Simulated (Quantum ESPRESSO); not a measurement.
# MoS2 (P-3m1) in Quantum ESPRESSO: a series of runs

Runs on MoS2. Level: PBE. Tasks: band structure.

Everything below comes from runs of Quantum ESPRESSO 7.5. Logs are shortened: lines on timing, memory, paths and dates and some standing lists are left out, and cuts for length are marked.

### 1 The crystal as given

Symmetry: P-3m1, No. 164, trigonal system. The conventional cell has a = 3.227 Å, b = 3.227 Å, c = 6.312 Å, α = 90.00°, β = 90.00°, γ = 120.00°. Around Mo (site symmetry -3m) lie 6 S at 2.42 Å. S (site symmetry 3m) is surrounded by 3 Mo at 2.42 Å.

Measurements of this composition are mostly on another form, of space group No. 194.

### 2 Band structure, PBE

File pw.in:

```
&CONTROL
  calculation = 'scf'
  prefix = 'pwscf'
  outdir = './tmp'
  pseudo_dir = './pseudo'
  tprnfor = .true.
  tstress = .true.
  disk_io = 'low'
/
&SYSTEM
  ibrav = 0
  celldm(1) = 8
  nat = 3
  ntyp = 2
  ecutwfc = 80
  nbnd = 20
  occupations = 'smearing'
  smearing = 'fd'
  degauss = 0.00367493
/
&ELECTRONS
  conv_thr = 6d-10
  electron_maxstep = 120
  mixing_beta = 0.5
/
ATOMIC_SPECIES
Mo    95.9500 Mo.upf
S     32.0600 S.upf
CELL_PARAMETERS alat
  0.7623780122949   0.0000000000000   0.0000000000000
 -0.3811890061475   0.6602387259200   0.0000000000000
  0.0000000000000   0.0000000000000   1.4911057415975
ATOMIC_POSITIONS crystal
Mo     0.0000000000    0.0000000000    0.5000000000
S      0.6666666667    0.3333333333    0.7446806800
S      0.3333333333    0.6666666667    0.2553193200
K_POINTS automatic
9 9 4 0 0 0
```

File bands.in:

```
&CONTROL
  calculation = 'bands'
  prefix = 'pwscf'
  outdir = './tmp'
  pseudo_dir = './pseudo'
  disk_io = 'low'
  verbosity = 'high'
/
&SYSTEM
  ibrav = 0
  celldm(1) = 8
  nat = 3
  ntyp = 2
  ecutwfc = 80
  nbnd = 20
  occupations = 'smearing'
  smearing = 'fd'
  degauss = 0.00367493
/
&ELECTRONS
  conv_thr = 1d-08
  electron_maxstep = 120
  mixing_beta = 0.5
  diago_full_acc = .true.
  startingwfc = 'random'
/
ATOMIC_SPECIES
Mo    95.9500 Mo.upf
S     32.0600 S.upf
CELL_PARAMETERS alat
  0.7623780122949   0.0000000000000   0.0000000000000
 -0.3811890061475   0.6602387259200   0.0000000000000
  0.0000000000000   0.0000000000000   1.4911057415975
ATOMIC_POSITIONS crystal
Mo     0.0000000000    0.0000000000    0.5000000000
S      0.6666666667    0.3333333333    0.7446806800
S      0.3333333333    0.6666666667    0.2553193200
K_POINTS crystal
60
 0.0000000000  0.0000000000  0.0000000000 1
 0.0625000000  0.0000000000  0.0000000000 1
 0.1250000000  0.0000000000  0.0000000000 1
 0.1875000000  0.0000000000  0.0000000000 1
 0.2500000000  0.0000000000  0.0000000000 1
 0.3125000000  0.0000000000  0.0000000000 1
 0.3750000000  0.0000000000  0.0000000000 1
 0.4375000000  0.0000000000  0.0000000000 1
 0.5000000000  0.0000000000  0.0000000000 1
 0.4583333333  0.0833333333  0.0000000000 1
 0.4166666667  0.1666666667  0.0000000000 1
 0.3750000000  0.2500000000  0.0000000000 1
 0.3333333333  0.3333333333  0.0000000000 1
 0.3000000000  0.3000000000  0.0000000000 1
 0.2666666667  0.2666666667  0.0000000000 1
 0.2333333333  0.2333333333  0.0000000000 1
 0.2000000000  0.2000000000  0.0000000000 1
 0.1666666667  0.1666666667  0.0000000000 1
 0.1333333333  0.1333333333  0.0000000000 1
 0.1000000000  0.1000000000  0.0000000000 1
 0.0666666667  0.0666666667  0.0000000000 1
 0.0333333333  0.0333333333  0.0000000000 1
 0.0000000000  0.0000000000  0.0000000000 1
 0.0000000000  0.0000000000  0.1666666667 1
 0.0000000000  0.0000000000  0.3333333333 1
 0.0000000000  0.0000000000  0.5000000000 1
 0.0555555556  0.0000000000  0.5000000000 1
 0.1111111111  0.0000000000  0.5000000000 1
 0.1666666667  0.0000000000  0.5000000000 1
 0.2222222222  0.0000000000  0.5000000000 1
 0.2777777778  0.0000000000  0.5000000000 1
 0.3333333333  0.0000000000  0.5000000000 1
 0.3888888889  0.0000000000  0.5000000000 1
 0.4444444444  0.0000000000  0.5000000000 1
 0.5000000000  0.0000000000  0.5000000000 1
 0.4666666667  0.0666666667  0.5000000000 1
 0.4333333333  0.1333333333  0.5000000000 1
 0.4000000000  0.2000000000  0.5000000000 1
 0.3666666667  0.2666666667  0.5000000000 1
 0.3333333333  0.3333333333  0.5000000000 1
 0.3030303030  0.3030303030  0.5000000000 1
 0.2727272727  0.2727272727  0.5000000000 1
 0.2424242424  0.2424242424  0.5000000000 1
 0.2121212121  0.2121212121  0.5000000000 1
 0.1818181818  0.1818181818  0.5000000000 1
 0.1515151515  0.1515151515  0.5000000000 1
 0.1212121212  0.1212121212  0.5000000000 1
 0.0909090909  0.0909090909  0.5000000000 1
 0.0606060606  0.0606060606  0.5000000000 1
 0.0303030303  0.0303030303  0.5000000000 1
 0.0000000000  0.0000000000  0.5000000000 1
 0.5000000000  0.0000000000  0.5000000000 1
 0.5000000000  0.0000000000  0.3333333333 1
 0.5000000000  0.0000000000  0.1666666667 1
 0.5000000000  0.0000000000  0.0000000000 1
 0.3333333333  0.3333333333  0.0000000000 1
 0.3333333333  0.3333333333  0.1250000000 1
 0.3333333333  0.3333333333  0.2500000000 1
 0.3333333333  0.3333333333  0.3750000000 1
 0.3333333333  0.3333333333  0.5000000000 1
```

Potentials or basis: PseudoDojo 0.4.1 SR PBE standard.

Run with:

```
$ OMP_NUM_THREADS=1 pw.x -in pw.in > pw.out
$ OMP_NUM_THREADS=1 pw.x -in bands.in > bands.out
```

pw.out:

```text
This program is part of the open-source Quantum ESPRESSO suite
     for quantum simulation of materials; please cite
[... 9 lines left out ...]
     --------------------
     sticks:   dense  smooth     PW     G-vecs:    dense   smooth      PW
     Sum         823     823    241                37189    37189    5917

     Using Slab Decomposition

     bravais-lattice index     =            0
     lattice parameter (alat)  =       8.0000  a.u.
     unit-cell volume          =     384.2818 (a.u.)^3
     number of atoms/cell      =            3
     number of atomic types    =            2
     number of electrons       =        26.00
     number of Kohn-Sham states=           20
     kinetic-energy cutoff     =      80.0000  Ry
     charge density cutoff     =     320.0000  Ry
     scf convergence threshold =      6.0E-10
     mixing beta               =       0.5000
     number of iterations used =            8  plain     mixing
     Exchange-correlation= PBE
                           (   1   4   3   4   0   0   0)

     celldm(1)=   8.000000  celldm(2)=   0.000000  celldm(3)=   0.000000
     celldm(4)=   0.000000  celldm(5)=   0.000000  celldm(6)=   0.000000

     crystal axes: (cart. coord. in units of alat)
               a(1) = (   0.762378   0.000000   0.000000 )
               a(2) = (  -0.381189   0.660239   0.000000 )
               a(3) = (   0.000000   0.000000   1.491106 )

     reciprocal axes: (cart. coord. in units 2 pi/alat)
               b(1) = (  1.311685  0.757302 -0.000000 )
               b(2) = (  0.000000  1.514604  0.000000 )
               b(3) = (  0.000000 -0.000000  0.670643 )

     PseudoPot. # 1 for Mo read from file:
     Mo.upf
     Pseudo is Norm-conserving + core correction, Zval = 14.0
     Generated using ONCVPSP code by D. R. Hamann
     Using radial grid of 1640 points,  6 beta functions with:
                l(1) =   0
                l(2) =   0
                l(3) =   1
                l(4) =   1
                l(5) =   2
                l(6) =   2

     PseudoPot. # 2 for S  read from file:
     S.upf
     Pseudo is Norm-conserving + core correction, Zval =  6.0
     Generated using ONCVPSP code by D. R. Hamann
     Using radial grid of 1146 points,  6 beta functions with:
                l(1) =   0
                l(2) =   0
                l(3) =   1
                l(4) =   1
                l(5) =   2
                l(6) =   2

     atomic species   valence    mass     pseudopotential
     Mo               14.00    95.95000     Mo( 1.00)
     S                 6.00    32.06000     S ( 1.00)

     12 Sym. Ops., with inversion, found

   Cartesian axes

     site n.     atom                  positions (alat units)
         1        Mo     tau(   1) = (   0.0000000   0.0000000   0.7455529  )
         2        S      tau(   2) = (   0.3811890   0.2200796   1.1103976  )
         3        S      tau(   3) = (  -0.0000000   0.4401592   0.3807081  )

     number of k points=    43  Fermi-Dirac smearing, width (Ry)=  0.0037
                       cart. coord. in units 2pi/alat
        k(    1) = (   0.0000000   0.0000000   0.0000000), wk =   0.0061728
        k(    2) = (   0.0000000   0.0000000   0.1676608), wk =   0.0123457
        k(    3) = (   0.0000000   0.0000000  -0.3353216), wk =   0.0061728
        k(    4) = (   0.0000000   0.1682893   0.0000000), wk =   0.0370370
        k(    5) = (   0.0000000   0.1682893   0.1676608), wk =   0.0370370
        k(    6) = (   0.0000000   0.1682893  -0.3353216), wk =   0.0370370
[... 35 lines left out ...]
        k(   42) = (  -0.1457428   0.5890125  -0.1676608), wk =   0.0740741
        k(   43) = (  -0.2914856   0.6731572  -0.1676608), wk =   0.0740741

     Dense  grid:    37189 G-vectors     FFT dimensions: (  36,  36,  72)

     Initial potential from superposition of free atoms

     starting charge      25.9985, renormalised to      26.0000
     Starting wfcs are   18 randomized atomic wfcs +    2 random wfcs

     Self-consistent Calculation

     iteration #  1     ecut=    80.00 Ry     beta= 0.50
     Davidson diagonalization with overlap
     ethr =  1.00E-02,  avg # of iterations =  4.9

     total energy              =    -184.59325913 Ry
     estimated scf accuracy    <       0.54458652 Ry

     iteration #  2     ecut=    80.00 Ry     beta= 0.50
     Davidson diagonalization with overlap
     ethr =  2.09E-03,  avg # of iterations =  2.0

     total energy              =    -184.40327206 Ry
     estimated scf accuracy    <       3.13173030 Ry

     iteration #  3     ecut=    80.00 Ry     beta= 0.50
     Davidson diagonalization with overlap
     ethr =  2.09E-03,  avg # of iterations =  2.0

     total energy              =    -184.83348802 Ry
     estimated scf accuracy    <       0.06028977 Ry

     iteration #  4     ecut=    80.00 Ry     beta= 0.50
     Davidson diagonalization with overlap
     ethr =  2.32E-04,  avg # of iterations =  2.3

     total energy              =    -184.83744914 Ry
     estimated scf accuracy    <       0.00374548 Ry

     iteration #  5     ecut=    80.00 Ry     beta= 0.50
     Davidson diagonalization with overlap
     ethr =  1.44E-05,  avg # of iterations =  5.2

     total energy              =    -184.83814495 Ry
     estimated scf accuracy    <       0.00097680 Ry

     iteration #  6     ecut=    80.00 Ry     beta= 0.50
     Davidson diagonalization with overlap
     ethr =  3.76E-06,  avg # of iterations =  2.2

     total energy              =    -184.83826757 Ry
     estimated scf accuracy    <       0.00000523 Ry

     iteration #  7     ecut=    80.00 Ry     beta= 0.50
     Davidson diagonalization with overlap
     ethr =  2.01E-08,  avg # of iterations =  4.1

     total energy              =    -184.83827210 Ry
     estimated scf accuracy    <       0.00000024 Ry

     iteration #  8     ecut=    80.00 Ry     beta= 0.50
     Davidson diagonalization with overlap
     ethr =  9.42E-10,  avg # of iterations =  2.6

     total energy              =    -184.83827207 Ry
     estimated scf accuracy    <       0.00000032 Ry

     iteration #  9     ecut=    80.00 Ry     beta= 0.50
     Davidson diagonalization with overlap
     ethr =  9.42E-10,  avg # of iterations =  1.9

     total energy              =    -184.83827213 Ry
     estimated scf accuracy    <       0.00000002 Ry

     iteration # 10     ecut=    80.00 Ry     beta= 0.50
     Davidson diagonalization with overlap
     ethr =  9.06E-11,  avg # of iterations =  1.1

     End of self-consistent calculation

          k = 0.0000 0.0000 0.0000 (  4623 PWs)   bands (ev):

   -51.5936 -25.6212 -25.5941 -25.5941  -4.6283  -3.1885   3.5514   6.1754
     6.1754   8.3735   9.1564   9.2596   9.2596   9.8829   9.8829  13.3915
    13.3915  16.2695  16.4232  20.3850

          k = 0.0000 0.0000 0.1677 (  4648 PWs)   bands (ev):

   -51.5936 -25.6212 -25.5941 -25.5941  -4.5475  -3.3252   3.8857   6.1800
     6.1800   7.3957   9.2566   9.2566   9.8138   9.8489   9.8489  13.4690
    13.4690  16.1654  17.1142  19.8331

          k = 0.0000 0.0000-0.3353 (  4606 PWs)   bands (ev):

   -51.5936 -25.6213 -25.5940 -25.5940  -4.4472  -3.4792   4.3300   6.1846
     6.1846   6.6374   9.2536   9.2536   9.8157   9.8157  10.1368  13.5473
    13.5473  16.2327  17.8673  19.2491

          k = 0.0000 0.1683 0.0000 (  4637 PWs)   bands (ev):

   -51.5900 -25.6327 -25.6136 -25.6029  -4.4444  -3.1501   3.7878   5.7659
     6.2749   8.1410   8.6578   8.6703   9.1489  10.1960  10.4426  12.9834
    13.3272  17.0217  17.1335  19.2458

          k = 0.0000 0.1683 0.1677 (  4658 PWs)   bands (ev):

   -51.5900 -25.6327 -25.6136 -25.6029  -4.3635  -3.2789   4.1139   5.6555
     6.2850   7.7658   8.2589   8.6421   9.4870  10.4120  10.4795  12.9204
    13.4555  16.9189  17.7402  19.4076

          k = 0.0000 0.1683-0.3353 (  4672 PWs)   bands (ev):

   -51.5900 -25.6327 -25.6136 -25.6029  -4.2645  -3.4222   4.5574   5.4438
     6.2819   7.3012   8.1732   8.6436   9.5937  10.4287  10.7469  12.9449
    13.4231  16.9590  18.3755  19.0320

          k = 0.0000 0.3366 0.0000 (  4643 PWs)   bands (ev):

   -51.5807 -25.7296 -25.6253 -25.5943  -3.9435  -3.0447   4.3876   5.2275
     6.4051   6.4093   8.1882   8.4888   8.8965  10.5687  10.8686  13.0562
    13.3827  17.6621  17.9089  18.8063

          k = 0.0000 0.3366 0.1677 (  4656 PWs)   bands (ev):

   -51.5807 -25.7295 -25.6253 -25.5943  -3.8562  -3.1631   4.7521   5.0081
     6.4185   6.4520   7.9551   8.1603   9.1528  10.6596  10.8695  12.9896
    13.4552  17.8172  18.0099  18.9969
[... 163 lines left out ...]
          k = 0.4372 0.7573-0.3353 (  4656 PWs)   bands (ev):

   -51.5584 -25.8189 -25.8189 -25.5478  -2.5556  -2.5556   4.6623   4.6623
     5.0166   6.3964   6.3964   6.4348  10.5777  10.5777  10.8453  13.8147
    13.8147  17.9290  17.9290  18.3117

          k = 0.0000 0.1683-0.1677 (  4658 PWs)   bands (ev):

   -51.5900 -25.6327 -25.6136 -25.6029  -4.3663  -3.2741   4.0893   5.6901
     6.2718   7.7820   8.1837   8.6716   9.5268  10.4605  10.4814  13.0073
    13.2942  16.8946  17.7674  19.0054

          k = 0.0000 0.3366-0.1677 (  4656 PWs)   bands (ev):

   -51.5807 -25.7295 -25.6253 -25.5943  -3.8862  -3.1200   4.3999   5.3751
     6.3154   6.3903   8.1682   8.2200   9.0454  10.9260  11.0315  12.6318
    13.2415  17.4798  17.6777  18.6498

          k = 0.0000 0.5049-0.1677 (  4644 PWs)   bands (ev):

   -51.5702 -25.8378 -25.6505 -25.5722  -3.3619  -2.8104   4.2810   4.7775
     5.8591   6.2696   7.8942   8.2971   8.4015  11.0418  11.5611  13.1510
    13.4415  16.2202  16.7761  19.5298

          k = 0.0000 0.6732-0.1677 (  4637 PWs)   bands (ev):

   -51.5633 -25.9075 -25.6669 -25.5578  -3.1220  -2.4014   3.5244   4.7842
     5.7976   6.1056   7.5050   8.3038   8.4905  11.1202  11.9314  13.6204
    13.9234  15.4934  16.4059  18.1840

          k =-0.1457 0.4207-0.1677 (  4645 PWs)   bands (ev):

   -51.5736 -25.7913 -25.6540 -25.5794  -3.4830  -2.9878   4.5163   5.3384
     5.5695   6.4130   7.2988   8.2075   9.2097  10.6873  11.4724  12.5877
    13.5314  17.2620  17.9658  19.0614

          k =-0.1457 0.5890-0.1677 (  4643 PWs)   bands (ev):

   -51.5649 -25.8727 -25.6823 -25.5612  -3.1083  -2.5954   4.0470   4.6348
     5.9234   6.1450   7.2559   7.6256   9.1986  10.9914  11.7729  12.8280
    13.9475  16.3316  17.2156  18.8198

          k =-0.2915 0.6732-0.1677 (  4637 PWs)   bands (ev):

   -51.5603 -25.8671 -25.7472 -25.5516  -2.8004  -2.4777   4.1235   4.7026
     5.7251   6.1267   6.3270   7.1322   9.9516  10.9685  11.5067  12.7434
    14.0857  16.9075  17.8265  18.1886

     the Fermi energy is    10.2059 ev

!    total energy              =    -184.83827213 Ry
     estimated scf accuracy    <          3.4E-10 Ry
     smearing contrib. (-TS)   =      -0.00065190 Ry
     internal energy E=F+TS    =    -184.83762023 Ry

     The total energy is F=E-TS. E is the sum of the following terms:
     one-electron contribution =     -95.20605985 Ry
     hartree contribution      =      57.84680184 Ry
     xc contribution           =     -33.31428489 Ry
     ewald contribution        =    -114.16407733 Ry

     convergence has been achieved in  10 iterations

     Forces acting on atoms (cartesian axes, Ry/au):

     atom    1 type  1   force =     0.00000000    0.00000000    0.00000000
     atom    2 type  2   force =    -0.00000000   -0.00000000    0.01132127
     atom    3 type  2   force =     0.00000000    0.00000000   -0.01132127

     Total force =     0.016011     Total SCF correction =     0.000004

     Computing stress (Cartesian axis) and pressure

          total   stress  (Ry/bohr**3)                   (kbar)     P=       11.36
   0.00001189   0.00000000   0.00000000            1.75        0.00        0.00
   0.00000000   0.00001189   0.00000000            0.00        1.75        0.00
  -0.00000000  -0.00000000   0.00020793           -0.00       -0.00       30.59

=------------------------------------------------------------------------------=
   JOB DONE.
=------------------------------------------------------------------------------=
```

Wall time 2.2 min (1 thread of Arm Neoverse V2, shared host); peak memory 0.12 GiB.

What came out:

* Free energy: -2514.8528 eV
* Pressure: 1.1 GPa
* Largest force: 0.291 eV/Å
* Band gap on the k mesh: none (metal or under the smearing width)

Forces on the atoms (eV/Å):
```
Mo   0.000  0.000  0.000
S    0.000  0.000  0.291
S    0.000  0.000 -0.291
```

Stress tensor (GPa, compression positive):
```
0.17 0.00 0.00
0.00 0.17 0.00
0.00 0.00 3.06
```

Levels at the corners of the path, in eV from the Fermi level:
```csv
point,band 11,band 12,band 13,band 14,band 15,band 16
Γ,-1.05,-0.95,-0.95,-0.32,-0.32,3.19
M,-3.18,-1.77,-1.72,0.94,1.71,3.62
K,-3.87,-3.43,0.63,0.82,0.82,2.88
Γ,-1.05,-0.95,-0.95,-0.32,-0.32,3.19
A,-0.95,-0.95,-0.39,-0.39,-0.07,3.34
L,-2.40,-2.09,-1.62,0.94,1.72,3.30
H,-3.81,-3.77,0.37,0.37,0.64,3.61
A,-0.95,-0.95,-0.39,-0.39,-0.07,3.34
L,-2.40,-2.09,-1.62,0.94,1.72,3.30
M,-3.18,-1.77,-1.72,0.94,1.71,3.62
K,-3.87,-3.43,0.63,0.82,0.82,2.88
H,-3.81,-3.77,0.37,0.37,0.64,3.61
```

Caveat: some levels on the path didn't converge; this functional lacks dispersion, which binds the layers, so the pressure and a relaxed spacing across them are unreliable.

[end of part 1 of 2]
